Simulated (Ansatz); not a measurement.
Molecular dynamics on a 2×2×2 supercell (16 atoms) of MgTe (zincblende), relaxed with r2SCAN. Forces come from PBEsol in the PAW code Ansatz: a Nosé-Hoover thermostat at fixed volume, 1000 K, steps of 1.5 fs. Computed, non-magnetic; the trajectory is short and the cell small, so nothing here is a converged average. The structure comes from a prototype and may be hypothetical.

```yaml
crystal:
  lattice:
    - [0.0, 6.4662230871, 6.4662230871]
    - [6.4662230871, 0.0, 6.4662230871]
    - [6.4662230871, 6.4662230871, 0.0]
  atoms:
    - { symbol: Mg, position: [0.0, 0.0, 0.0] }
    - { symbol: Te, position: [0.125, 0.125, 0.125] }
    - { symbol: Mg, position: [0.0, 0.0, 0.5] }
    - { symbol: Te, position: [0.125, 0.125, 0.625] }
    - { symbol: Mg, position: [0.0, 0.5, 0.0] }
    - { symbol: Te, position: [0.125, 0.625, 0.125] }
    - { symbol: Mg, position: [0.0, 0.5, 0.5] }
    - { symbol: Te, position: [0.125, 0.625, 0.625] }
    - { symbol: Mg, position: [0.5, 0.0, 0.0] }
    - { symbol: Te, position: [0.625, 0.125, 0.125] }
    - { symbol: Mg, position: [0.5, 0.0, 0.5] }
    - { symbol: Te, position: [0.625, 0.125, 0.625] }
    - { symbol: Mg, position: [0.5, 0.5, 0.0] }
    - { symbol: Te, position: [0.625, 0.625, 0.125] }
    - { symbol: Mg, position: [0.5, 0.5, 0.5] }
    - { symbol: Te, position: [0.625, 0.625, 0.625] }
kpoints:
  mp_grid: { grid: [2, 2, 2] }
hamiltonian:
  xc: pbesol
scf:
  occupations: { method: fermi_dirac, width: 0.086 }
md:
  ensemble: nvt_nose_hoover
  temperature: 1000
  timestep: 1.5
  n_steps: 20
  initial_velocities: maxwell_boltzmann
  seed: 7921
```

Command: `ansatz run input.yaml --threads 4 --pin off --max-ram 3686MiB --backend cpu --events-out ev --progress --plain --runs-dir out`.

Q: What wall time did it need on 4 threads of Arm Neoverse N1 (shared host), and how much host memory at the peak?

A: About 3.2 min, with a peak of 1.9 GiB.

Q: How do temperature and energy develop?

A: The temperature goes from 1000 K to 432 K in 30 fs. The thermostat hasn't had time to restore it. The atoms start on their lattice sites with kinetic energy alone, so much of it first passes into potential energy. By the last step the atoms have moved 0.17 Å in the root mean square, the drift of the whole cell taken out, 0.34 Å at most.

| step | t (fs) | T (K) | free energy F from step 0 (meV/atom) | kinetic energy (meV/atom) | largest force (eV/Å) |
| --- | --- | --- | --- | --- | --- |
| 0 | 0 | 1000 | 0.0 | 121.2 | 0.00 |
| 1 | 1.5 | 997 | 0.3 | 120.8 | 0.13 |
| 2 | 3 | 989 | 1.3 | 119.8 | 0.26 |
| 3 | 4.5 | 975 | 3.0 | 118.2 | 0.39 |
| 4 | 6 | 956 | 5.3 | 115.9 | 0.51 |
| 5 | 7.5 | 932 | 8.3 | 112.9 | 0.64 |
| 6 | 9 | 903 | 11.7 | 109.5 | 0.76 |
| 7 | 10.5 | 871 | 15.7 | 105.5 | 0.87 |
| 8 | 12 | 835 | 20.1 | 101.1 | 0.98 |
| 9 | 13.5 | 796 | 24.9 | 96.4 | 1.09 |
| 10 | 15 | 755 | 29.8 | 91.5 | 1.19 |
| 11 | 16.5 | 713 | 35.0 | 86.4 | 1.28 |
| 12 | 18 | 671 | 40.1 | 81.3 | 1.37 |
| 13 | 19.5 | 630 | 45.2 | 76.3 | 1.44 |
| 14 | 21 | 590 | 50.0 | 71.5 | 1.51 |
| 15 | 22.5 | 553 | 54.6 | 67.0 | 1.57 |
| 16 | 24 | 520 | 58.8 | 63.0 | 1.63 |
| 17 | 25.5 | 490 | 62.4 | 59.4 | 1.67 |
| 18 | 27 | 466 | 65.5 | 56.4 | 1.70 |
| 19 | 28.5 | 446 | 68.0 | 54.1 | 1.73 |
| 20 | 30 | 432 | 69.8 | 52.4 | 1.74 |

Positions (Å) and forces (eV/Å) at step 20:
```
Mg  -0.038  -0.343  -0.034     0.130   1.737  -0.041
Te   1.556   1.586   1.644     0.032  -0.346   0.086
Mg   3.199   3.176   0.099    -0.152   0.136  -0.166
Te   4.783   4.990   1.571    -0.743  -0.711   0.904
Mg   3.250  -0.234   3.277    -0.004   1.016  -0.036
Te   4.923   1.587   4.860     0.050  -0.183  -0.365
Mg   6.564   3.422   3.146    -0.857  -1.126  -0.589
Te   7.956   4.826   4.770     0.618   0.415   1.282
Mg   0.024   3.312   3.317     0.116  -0.144  -0.756
Te   1.654   4.881   4.873     0.185  -0.679  -0.046
Mg   3.139   6.537   3.453     0.673   0.396  -0.628
Te   5.009   8.137   4.908    -1.318   0.739  -0.647
Mg   3.289   3.235   6.388     0.008  -0.605   0.239
Te   4.830   4.841   8.022     0.293  -0.123   0.092
Mg   6.322   6.626   6.446     1.006  -1.112   0.806
Te   8.108   7.974   8.105    -0.039   0.591  -0.132
```
